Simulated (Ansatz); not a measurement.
# Fe3Ge (Pm-3m) in Ansatz: convergence with smearing width

Aim: find how far smearing width must go before the results for Fe3Ge settle, at r2SCAN. This setting moves, with any that are tied to it; all else stays.

Everything below comes from runs of Ansatz 0.2.0. Logs are shortened: lines on timing, memory, paths and dates and some standing lists are left out, and cuts for length are marked.

## 1. The crystal as given

The structure is cubic, space group Pm-3m (No. 221). The conventional cell has a = 3.661 Å, b = 3.661 Å, c = 3.661 Å, α = 90.00°, β = 90.00°, γ = 90.00°. Ge (site symmetry m-3m) is surrounded by 12 Fe at 2.59 Å. Around Fe (site symmetry 4/mmm) lie 4 Ge at 2.59 Å and 8 Fe at 2.59 Å.

The cell comes from a database or a generator and needn't be the stable form of this composition.

## 2. With smearing width 0.3 eV

input.yaml reads:

```yaml
crystal:
  lattice:
    - [3.66050052, 0.0, 0.0]
    - [0.0, 3.66050052, 0.0]
    - [0.0, 0.0, 3.66050052]
  atoms:
    - { symbol: Ge, position: [0.0, 0.0, 0.0] }
    - { symbol: Fe, position: [0.5, 0.0, 0.5], spin: 3.0, spin_axis: [1.732, 1.732, 1.732] }
    - { symbol: Fe, position: [0.5, 0.5, 0.0], spin: 3.0, spin_axis: [1.732, 1.732, 1.732] }
    - { symbol: Fe, position: [0.0, 0.5, 0.5], spin: 3.0, spin_axis: [1.732, 1.732, 1.732] }
hamiltonian:
  xc: r2scan
  pseudopotentials: { kind: paw_fr }
magnetization:
  noncollinear: true
  spin_orbit: true
kpoints:
  mp_grid: { grid: [6, 6, 6] }
scf:
  occupations: { method: gaussian, width: 0.3 }
output:
  forces: true
  stress: true
  eigenvalues: true
```

Potentials or basis: Ansatz PAW.

Command:

```bash
> ansatz run input.yaml --threads 2 --pin off --max-ram 5632MiB --backend cpu --events-out ev --progress --plain --runs-dir out
```

Wall time 80 s (2 threads of Arm Neoverse V2, shared host); peak memory 0.83 GiB.

What came out:

* Free energy: -17754.4463 eV
* Pressure: -0.3 GPa
* Band gap on the k mesh: none (metal or under the smearing width)
* Net moment: 7.66 μB per cell
* Absolute moment: 8.58 μB per cell

## 3. With smearing width 0.2 eV

Edit input.yaml of step 2 so:

```diff
@@ -19,3 +19,3 @@
 scf:
-  occupations: { method: gaussian, width: 0.3 }
+  occupations: { method: gaussian, width: 0.2 }
 output:
```

Potentials or basis: Ansatz PAW.

Command:

```bash
> ansatz run input.yaml --threads 2 --pin off --max-ram 5632MiB --backend cpu --events-out ev --progress --plain --runs-dir out
```

It took 78 s on 2 threads of Arm Neoverse V2, shared host; peak memory 0.83 GiB.

What came out:

```yaml
Free_energy: -17754.4273 eV
Pressure: -0.4 GPa
Band_gap_on_the_k_mesh: none (metal or under the smearing width)
Net_moment: 7.68 μB per cell
Absolute_moment: 8.60 μB per cell
```

## 4. With smearing width 0.15 eV

Edit input.yaml of step 3 so:

```diff
@@ -19,3 +19,3 @@
 scf:
-  occupations: { method: gaussian, width: 0.2 }
+  occupations: { method: gaussian, width: 0.15 }
 output:
```

Command:

```bash
> ansatz run input.yaml --threads 2 --pin off --max-ram 5632MiB --backend cpu --events-out ev --progress --plain --runs-dir out
```

Wall time 79 s (2 threads of Arm Neoverse V2, shared host); peak memory 0.84 GiB.

Results:

```yaml
Free_energy: -17754.4212 eV
Pressure: -0.3 GPa
Band_gap_on_the_k_mesh: none (metal or under the smearing width)
Net_moment: 7.69 μB per cell
Absolute_moment: 8.61 μB per cell
```

## 5. With smearing width 0.1 eV

Edit input.yaml of step 4 so:

```diff
@@ -19,3 +19,3 @@
 scf:
-  occupations: { method: gaussian, width: 0.15 }
+  occupations: { method: gaussian, width: 0.1 }
 output:
```

Command:

```bash
> ansatz run input.yaml --threads 2 --pin off --max-ram 5632MiB --backend cpu --events-out ev --progress --plain --runs-dir out
```

It took 78 s on 2 threads of Arm Neoverse V2, shared host; peak memory 0.83 GiB.

What came out:

```
Free energy            : -17754.4170 eV
Pressure               : -0.3 GPa
Band gap on the k mesh : none (metal or under the smearing width)
Net moment             : 7.71 μB per cell
Absolute moment        : 8.62 μB per cell
```

## 6. With smearing width 0.05 eV

Edit input.yaml of step 5 so:

```diff
@@ -19,3 +19,3 @@
 scf:
-  occupations: { method: gaussian, width: 0.1 }
+  occupations: { method: gaussian, width: 0.05 }
 output:
```

Potentials or basis: Ansatz PAW.

Command:

```bash
> ansatz run input.yaml --threads 2 --pin off --max-ram 5632MiB --backend cpu --events-out ev --progress --plain --runs-dir out
```

It took 85 s on 2 threads of Arm Neoverse V2, shared host; peak memory 0.84 GiB.

The run converged. Its results:

| Item | Value |
| --- | --- |
| Free energy | -17754.4143 eV |
| Pressure | -0.2 GPa |
| Band gap on the k mesh | none (metal or under the smearing width) |
| Net moment | 7.72 μB per cell |
| Absolute moment | 8.62 μB per cell |

## 7. With smearing width 0.025 eV

Edit input.yaml of step 6 so:

```diff
@@ -19,3 +19,3 @@
 scf:
-  occupations: { method: gaussian, width: 0.05 }
+  occupations: { method: gaussian, width: 0.025 }
 output:
```

Command:

```bash
> ansatz run input.yaml --threads 2 --pin off --max-ram 5632MiB --backend cpu --events-out ev --progress --plain --runs-dir out
```

It took 86 s on 2 threads of Arm Neoverse V2, shared host; peak memory 0.83 GiB.

It converged, with:

| Item | Value |
| --- | --- |
| Free energy | -17754.4134 eV |
| Pressure | -0.2 GPa |
| Band gap on the k mesh | none (metal or under the smearing width) |
| Net moment | 7.73 μB per cell |
| Absolute moment | 8.63 μB per cell |

## 8. With smearing width 0.01 eV

Edit input.yaml of step 7 so:

```diff
@@ -19,3 +19,3 @@
 scf:
-  occupations: { method: gaussian, width: 0.025 }
+  occupations: { method: gaussian, width: 0.01 }
 output:
```

Command:

```bash
> ansatz run input.yaml --threads 2 --pin off --max-ram 5632MiB --backend cpu --events-out ev --progress --plain --runs-dir out
```

It took 72 s on 2 threads of Arm Neoverse V2, shared host; peak memory 0.83 GiB.

The run converged. Its results:

* Free energy: -17754.4131 eV
* Pressure: -0.2 GPa
* Band gap on the k mesh: none (metal or under the smearing width)
* Net moment: 7.73 μB per cell
* Absolute moment: 8.62 μB per cell

## 9. With smearing width 0.005 eV

Edit input.yaml of step 8 so:

```diff
@@ -19,3 +19,3 @@
 scf:
-  occupations: { method: gaussian, width: 0.01 }
+  occupations: { method: gaussian, width: 0.005 }
 output:
```

Potentials or basis: Ansatz PAW.

Command:

```bash
> ansatz run input.yaml --threads 2 --pin off --max-ram 5632MiB --backend cpu --events-out ev --progress --plain --runs-dir out
```

What it wrote:

```text
Warning: RAYON_NUM_THREADS=2 ignored (pool sized by the plan → 2); use --threads N
Engine: ansatz 0.2.0, aarch64-unknown-linux-gnu
Pseudopotentials: kind: paw_fr
Pseudopotential: Ge, paw_fr, valence charge 14, recommended cutoff 500 eV (meta_gga), Ge.paw.azcp#standard-fr
Pseudopotential: Fe, paw_fr, valence charge 16, recommended cutoff 500 eV (meta_gga), Fe.paw.azcp#standard-fr
Functional definition: r2SCAN
  parameter k0 = 0.174
  parameter k1 = 0.065
  parameter a1 = 4.9479
  exchange = r2scan_x(k0 = k0, k1 = k1, a1 = a1)
  correlation = r2scan_c
Crystal: 4 atoms, lattice volume = 49.048 Å³
Basis set: ecut = 500 eV, 1237 PW (Γ), exchange–correlation on 108×108×108 points (64 copies of the dense FFT grid, shifted against one another)
Bands: 76, of which v1, the nominal top of the filled ones, is band 62 counted from 1 (61 counted from 0)
Symmetry: 6 space group operations + 6 with time reversal
Magnetic group: BNS 166.101 (UNI 1331), of the structure as read, at distance tolerance 3.7e-5 Å
k-points: 32 of 216 (time reversal used)
Projection manifold: j_resolved (fully-relativistic pseudo-atomic orbitals)
Non-local potential: Ge, projectors of the file, l = 0: 2, l = 1: 4, l = 2: 6, l = 3: 2
Non-local potential: Fe, projectors of the file, l = 0: 3, l = 1: 4, l = 2: 6, l = 3: 2
PAW form: soft (Blöchl's): semilocal exchange-correlation on the pseudo side does not see the compensation charge
PAW frozen core: Ge, regenerated for the run's functional (the file was generated under x = pbe(κ = 0.804, μ = 0.2195149727645171), c = pbe(β = 0.06672455060314922))
PAW frozen core: Fe, regenerated for the run's functional (the file was generated under x = pbe(κ = 0.804, μ = 0.2195149727645171), c = pbe(β = 0.06672455060314922))
PAW one-centre angular grid: Ge, 590 points (default); XC on 269 of its mesh's 2687 points in the sphere
PAW one-centre angular grid: Fe, 590 points (default); XC on 224 Gauss nodes
[... 32 lines left out ...]
  site 2: m = (+1.5644, +1.5644, +1.5643) μB, |m| = 2.7096 μB  (R = 1.07 Å)
  site 3: m = (+1.5643, +1.5644, +1.5644) μB, |m| = 2.7096 μB  (R = 1.07 Å)
Free energy (F): -17754.412989 eV
Harris-Foulkes:  -17754.412989 eV  (|F-HF|=1.56e-9)
Internal energy: -17754.412927 eV  (E = F + TS)
E sigma→0 (E₀):  -17754.412958 eV
Entropy (-TS):   -0.000061 eV (-0.015 meV/atom)
Fermi energy:    17.813496 eV
--- Per-component energies (eV) ---
  E_band       = -790.651414
  E_kinetic    = 1160.710260
  E_local      = -8283.440702  (includes V_loc(G=0)·N_el)
  E_nonlocal   = 1093.664825
  E_hartree    = 3533.490568
  E_xc         = -408.951813
  E_vxc        = -572.565510  (∫ρ·V_xc dr)
  E_paw        = -6168.397504  (= ΣΔE_a)
  E_vpaw       = -1296.136241  (= ΣTr[D̂ρ^β])
  E_aug_tail   = 0.000759  (compensation charges beyond the density's cutoff)
  E_vtau       = 40.144086  (kinetic-family band-sum trace: ∫τ·v_τ [+ j·A + Jᵃ·Aᵃ] dr)
  E_ewald      = -8679.550360
  E_core_change = -1.938962  (= ΣΔE_core)
  E_smearing   = -0.000061  (= −TS)
  E_closure    = 0.000000  (closes the sum)
  Σ components = -17754.412989   (vs F -17754.412989, Δ=0.00e0)
--- Forces (eV/Å), atoms counted from 1 ---
  atom   1  Ge    -0.00000000     0.00000000     0.00000000
  atom   2  Fe    -0.00000000    -0.00000000    -0.00000000
  atom   3  Fe     0.00000000     0.00000000     0.00000000
  atom   4  Fe     0.00000000     0.00000000     0.00000000
  max |Σ_I F_I| component: 5.06e-19 eV/Å
--- Stress (GPa, compression-positive) ---
       -0.190447       0.003044       0.003044
        0.003044      -0.190447       0.003044
        0.003044       0.003044      -0.190447
  P = ⅓ Tr σ = -0.1904 GPa (-1.904 kbar)
--- Band table (eV; the first three rows and the last of 32) ---
  k-point 0: bands = ["-74.7492", "-74.6973", "-74.6973", "-70.6337", "-70.5702", "-70.5702", "-40.1117", "-40.1058", "-40.0013", "-39.6290", "-39.5980", "-39.4917", "-38.9593", "-38.9515", "-38.8142", "-35.7949", "-35.7908", "-35.6592", "-35.3238", "-35.2813", "-35.1662", "-34.9016", "-34.8763", "-34.7190", "-7.9412", "-7.9379", "-7.9311", "-7.9277", "-7.3629", "-7.3604", "-7.3515", "-7.3479", "-7.3448", "-7.3389", "4.7956", "5.1288", "11.5696", "12.7273", "12.7274", "13.0641", "13.0704", "13.0753", "13.5053", "14.7846", "14.8052", "14.8382", "14.9077", "14.9094", "15.4394", "15.4415", "15.4769", "15.5228", "15.5237", "16.1178", "16.2077", "16.2493", "16.3195", "16.4735", "16.5136", "16.5447", "16.6724", "16.6897", "16.7089", "18.7751", "18.7929", "18.8109", "19.8618", "19.9826", "20.0039", "20.0193", "20.2616", "20.2619", "20.7631", "22.7825", "24.1692", "24.1692"]
  k-point 1: bands = ["-74.7461", "-74.7004", "-74.6973", "-70.6299", "-70.5740", "-70.5702", "-40.1093", "-40.1004", "-40.0068", "-39.6255", "-39.5959", "-39.4991", "-38.9579", "-38.9468", "-38.8232", "-35.7923", "-35.7827", "-35.6652", "-35.3200", "-35.2793", "-35.1735", "-34.8993", "-34.8745", "-34.7304", "-7.9400", "-7.9363", "-7.9299", "-7.9262", "-7.3617", "-7.3580", "-7.3504", "-7.3471", "-7.3428", "-7.3376", "5.1003", "5.4287", "11.6805", "12.3978", "12.9135", "12.9319", "13.0414", "13.0474", "13.1523", "14.2324", "14.5499", "14.5812", "14.7216", "15.1555", "15.1633", "15.2055", "15.2252", "15.4704", "15.5750", "15.6417", "15.9778", "15.9869", "16.0159", "16.3706", "16.4037", "16.6902", "16.8677", "17.7290", "17.7653", "18.6702", "19.0163", "19.0460", "19.6692", "19.9976", "20.0640", "20.0811", "20.1011", "20.2779", "21.4902", "23.1303", "24.1451", "25.1782"]
  k-point 2: bands = ["-74.7382", "-74.7082", "-74.6973", "-70.6202", "-70.5836", "-70.5701", "-40.1074", "-40.0826", "-40.0218", "-39.6203", "-39.5861", "-39.5175", "-38.9592", "-38.9289", "-38.8456", "-35.7898", "-35.7584", "-35.6826", "-35.3141", "-35.2694", "-35.1921", "-34.9000", "-34.8605", "-34.7582", "-7.9382", "-7.9327", "-7.9278", "-7.9226", "-7.3601", "-7.3533", "-7.3487", "-7.3446", "-7.3398", "-7.3333", "5.9163", "6.2329", "10.8250", "10.9115", "12.3072", "12.9307", "12.9319", "13.3551", "13.4477", "14.4150", "14.4454", "14.4976", "14.5700", "14.6130", "14.8158", "14.8464", "15.1043", "15.3961", "15.4735", "15.5029", "15.6758", "15.7809", "15.7888", "16.6315", "16.6479", "16.6914", "17.4235", "18.4017", "18.7274", "18.7616", "19.1420", "19.3638", "19.4125", "19.5376", "20.0049", "20.3133", "21.1961", "21.2153", "21.7962", "22.6594", "24.0844", "24.6549"]
  k-point 31: bands = ["-74.7143", "-74.7143", "-74.7143", "-70.5910", "-70.5910", "-70.5910", "-40.1206", "-40.0908", "-40.0198", "-39.6885", "-39.5461", "-39.5023", "-38.9516", "-38.9163", "-38.8474", "-35.8067", "-35.7729", "-35.6877", "-35.4024", "-35.2378", "-35.1607", "-34.8918", "-34.8223", "-34.7608", "-7.9351", "-7.9305", "-7.9262", "-7.9215", "-7.3635", "-7.3556", "-7.3440", "-7.3409", "-7.3295", "-7.3290", "7.9875", "8.2817", "12.7302", "12.7304", "12.7312", "13.4414", "13.4699", "13.5055", "13.7377", "13.7642", "13.7867", "14.2045", "14.2215", "14.2227", "14.2298", "14.2310", "14.2552", "14.7367", "14.7425", "14.7453", "15.0297", "15.0300", "16.3452", "16.3560", "16.3693", "16.6379", "17.0907", "17.1077", "17.2419", "17.2674", "17.2909", "19.2093", "19.2115", "19.2170", "19.3677", "19.3677", "19.7999", "19.8121", "19.8264", "20.6298", "21.5846", "21.5990"]
```

Wall time 69 s (2 threads of Arm Neoverse V2, shared host); peak memory 0.83 GiB.

What came out:

```
Free energy            : -17754.4130 eV
Pressure               : -0.2 GPa
Band gap on the k mesh : none (metal or under the smearing width)
Net moment             : 7.73 μB per cell
Absolute moment        : 8.62 μB per cell
```

## 10. The series at a glance

```csv
smearing width,"energy less the tightest run, at zero smearing (meV/atom)",pressure (GPa),absolute moment (μB),SCF cycles,CPU time (s),peak memory (GiB)
0.3 eV,0.79,-0.34,8.58,17,160,0.83
0.2 eV,-0.05,-0.35,8.60,17,160,0.83
0.15 eV,-0.16,-0.33,8.61,17,160,0.84
0.1 eV,-0.13,-0.30,8.62,17,160,0.83
0.05 eV,-0.09,-0.24,8.62,17,170,0.84
0.025 eV,-0.03,-0.21,8.63,17,170,0.83
0.01 eV,0.00,-0.19,8.62,16,140,0.83
0.005 eV,0.00,-0.19,8.62,15,140,0.83
```

Against the tightest run, the energy stays within 1 meV/atom from 0.3 eV on; the pressure stays within 0.1 GPa from 0.05 eV on; the absolute moment stays within 0.02 μB from 0.15 eV on. Narrower smearing needs a denser k mesh, so at a fixed mesh the narrowest width isn't the most accurate. The tightest run that finished is the yardstick and may itself not be fully converged.

Caveats: the magnetic or orbital state may not be the lowest; the PAW data sets come from PBE, with cores solved anew for the run's functional, which leaves a small shift of forces and pressure.
